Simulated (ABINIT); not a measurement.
# AlAs (F-43m): changed settings of a GW run in ABINIT, part 3 of 3

A base run on AlAs (F-43m), then changed inputs.

ABINIT 10.8.3; PBE and many-body steps on it, plane waves. Known limits of the many-body steps: not at the basis limit; no spin-orbit coupling; coarse k mesh.

So far. Step 5 (Broadening of the poles): Against G0W0 in ABINIT (4×4×4 mesh, 73 bands, screening to 136.1 eV, Godby-Needs plasmon pole), the gap moves by +0.000 eV. Step 8 (No symmetry in the self-energy): Against G0W0 in ABINIT (4×4×4 mesh, 73 bands, screening to 136.1 eV, Godby-Needs plasmon pole), the gap moves by +0.000 eV.

### 10. More bands than the file holds

Level of this step: G0W0 on PBE, plane waves, norm-conserving pseudopotentials (ABINIT).

Input file run.abi:

```
acell 3*1.0 Angstrom
rprim 
  -0.000000000000 2.830400000000 2.830400000000
  2.830400000000 0.000000000000 2.830400000000
  2.830400000000 2.830400000000 0.000000000000
ntypat 2
znucl 13 33
natom 2
typat 1 2
xred 
  0.000000000000 0.000000000000 0.000000000000
  0.250000000000 0.250000000000 0.250000000000
pp_dirpath "pseudos"
pseudos "Al.upf, As.upf"
ecut 44
ngkpt 4 4 4
nshiftk 1
shiftk 0 0 0
kptopt 1
chksymbreak 0
istwfk *1
occopt 1
irdwfk 1
optdriver 4
nband 219
gwcalctyp 0
ecutsigx 44
symsigma 1
nkptgw 2
kptgw 
  0.0000000000 0.0000000000 0.0000000000
  0.5000000000 0.5000000000 0.0000000000
bdgw 
  11 17
  12 15
ecuteps 5
irdscr 1
ppmodel 1
indata_prefix "in"
outdata_prefix "out"
tmpdata_prefix "tmp"
```

Command:

```sh
$ OMP_NUM_THREADS=1 mpirun -n 8 abinit run.abi > log
```

The program printed:

```text
.Version 10.8.3 of ABINIT. v10.8.2 released Aug 2026.

 Symmetries : space group F-4 3 m (#216); Bravais cF (face-center cubic)
================================================================================
 Values of the parameters that define the memory need of the present run
     intxc =       0    ionmov =       0      iscf =       7    lmnmax =       6
     lnmax =       6     mgfft =      48  mpssoang =       3    mqgrid =    3001
     natom =       2  nloc_mem =       1    nspden =       1   nspinor =       1
    nsppol =       1      nsym =      24    n1xccc =    2501    ntypat =       2
    occopt =       1   xclevel =       2
-    mband =         219        mffmem =           1         mkmem =           1
       mpw =        4314          nfft =      110592          nkpt =           8
================================================================================
  Rough estimation (10% accuracy) of disk space for files :
================================================================================

--------------------------------------------------------------------------------
------------- Echo of variables that govern the present computation ------------
--------------------------------------------------------------------------------
 -outvars: echo values of preprocessed input variables --------
            acell      1.8897261259E+00  1.8897261259E+00  1.8897261259E+00 Bohr

             bdgw          11      17      12      15
      chksymbreak           0
             ecut      4.40000000E+01 Hartree
          ecuteps      5.00000000E+00 Hartree
         ecutsigx      4.40000000E+01 Hartree
          ecutwfn      4.40000000E+01 Hartree
-          fftalg         312
           irdscr           1
           irdwfk           1

[...]
SIGMA: Calculation of the GW corrections

 Based on a program developped by R.W. Godby, V. Olevano, G. Onida, and L. Reining.
 Incorporated in ABINIT by V. Olevano, G.-M. Rignanese, and M. Torrent.
.Using double precision arithmetic ; gwpc =  8

 Real(R)+Recip(G) space primitive vectors, cartesian coordinates (Bohr,Bohr^-1):
 R(1)=  0.0000000  5.3486808  5.3486808  G(1)= -0.0934810  0.0934810  0.0934810
 R(2)=  5.3486808  0.0000000  5.3486808  G(2)=  0.0934810 -0.0934810  0.0934810
 R(3)=  5.3486808  5.3486808  0.0000000  G(3)=  0.0934810  0.0934810 -0.0934810
 Unit cell volume ucvol=  3.0603426E+02 bohr^3
 Angles (23,13,12)=  6.00000000E+01  6.00000000E+01  6.00000000E+01 degrees

--- Pseudopotential description ------------------------------------------------
- Al Generated using ONCVPSP code by D. R. Hamann
- 13.00000   3.00000  171031                  znucl, zion, pspdat
12 -101130 2 -1 1876                          pspcod,pspxc,lmax,lloc,mmax
     nproj     2     2     2
  pspatm : epsatm=    4.08140545
         --- l  ekb(1:nproj) -->
[...]
pspatm: atomic psp has been read  and splines computed

- As Generated using ONCVPSP code by D. R. Hamann
- 33.00000  23.00000  171031                  znucl, zion, pspdat
12 -101130 2 -1 1358                          pspcod,pspxc,lmax,lloc,mmax
     nproj     2     2     2
  pspatm : epsatm=   24.77333152
         --- l  ekb(1:nproj) -->
[...]
1   -6.723548   -2.113112
             2  -10.105298   -4.355719
 pspatm: atomic psp has been read  and splines computed

   7.50223161E+02                                ecore*ucvol(ha*bohr**3)
--------------------------------------------------------------------------------

--- !ERROR
message: |
    Number of bands stored WFK file is less than required.
    WFK mband: 79, self-energy nband: 219

--- !ERROR
message: |
    Number of bands stored WFK file is less than required.
    WFK mband: 79, self-energy nband: 219

--- from the log ---
Number of bands stored WFK file is less than required.
    WFK mband: 79, self-energy nband: 219
```

Run time: 2.9 s. Hardware: 8 MPI ranks of Intel Xeon Platinum 8259CL at 2.50GHz (Skylake/Cascade Lake), shared host; peak memory 0.06 GiB.

The run stopped with an error after 2.9 s.

The program's words: Number of bands stored WFK file is less than required. WFK mband: 79, self-energy nband: 219

The fault put into this input: more bands than the file holds.

### 11. Side by side

Times are wall times on 8 MPI ranks of Intel Xeon Platinum 8259CL at 2.50GHz (Skylake/Cascade Lake), shared host, good to a factor of about two. A run's time includes the screening step that it read.

```csv
run,mesh,bands,screening cutoff (eV),DFT gap (eV),gap on the mesh (eV),direct (eV),ε∞ used,time
base,4×4×4,73,136.1,1.436,1.837,2.761,14.20,23 s
exchange cutoff,4×4×4,73,136.1,1.436,1.387,2.871,14.20,23 s
broadening of the poles,4×4×4,73,136.1,1.436,1.837,2.761,14.20,23 s
smaller part of the screening matrix,4×4×4,73,68,1.436,1.751,2.717,14.20,22 s
fewer bands in the self-energy,4×4×4,23,136.1,1.436,1.559,2.654,14.20,24 s
no symmetry in the self-energy,4×4×4,73,136.1,1.436,1.837,2.761,14.20,40 s
```

### 12. Results

```
base                                 : 1.837 eV
exchange cutoff                      : 1.387 eV
broadening of the poles              : 1.837 eV
smaller part of the screening matrix : 1.751 eV
fewer bands in the self-energy       : 1.559 eV
no symmetry in the self-energy       : 1.837 eV
known limits                         : not at the basis limit; no spin-orbit coupling; coarse k mesh
```

What this shows: Exchange cutoff: −0.450 eV against base (keys changed: ecutsigx). Broadening of the poles: no change against base (keys changed: zcut). Smaller part of the screening matrix: −0.086 eV against base (keys changed: ecuteps). Fewer bands in the self-energy: −0.278 eV against base (keys changed: nband). No symmetry in the self-energy: no change against base (keys changed: symsigma). Bands and cutoff are finite, so the gap is not at the basis limit. The miss can reach some tenths of an eV and take either sign; the mesh is an error of its own. In the G0W0 runs levels were corrected at 2 k points alone, so a gap called «on the mesh» is the least over those, and an edge elsewhere would be missed. The 4×4×4 mesh is coarse for this cell, which bears on the long-range parts of exchange and screening. The many-body steps are scalar-relativistic: spin-orbit coupling is not in them.

[Paths, hosts, dates, memory and timing lines, banners, echoed tables and standing remarks are left out of the program output.]

[Logs are printed without paths, hosts, clocks, repeated set-up lines and the standing remarks that a program may print on its own settings, such as how far it seeks lower states.]

[Runs of the session that timed out or met a known fault of the program may be left out.]

[Hosts, paths, dates, database ids (printed as entryN), source tags and the programs' standing remarks are cut or masked in the printed files.]

[G0W0 gaps are taken among the corrected bands and points alone; a level outside them can change the order at an edge.]

[Where Ansatz stands beside ABINIT at settings called matched, ABINIT's density can come from a denser mesh and the files from another edition; pairs whose starting gaps differed by over 0.03 eV were left out, so agreement reads better than it is.]
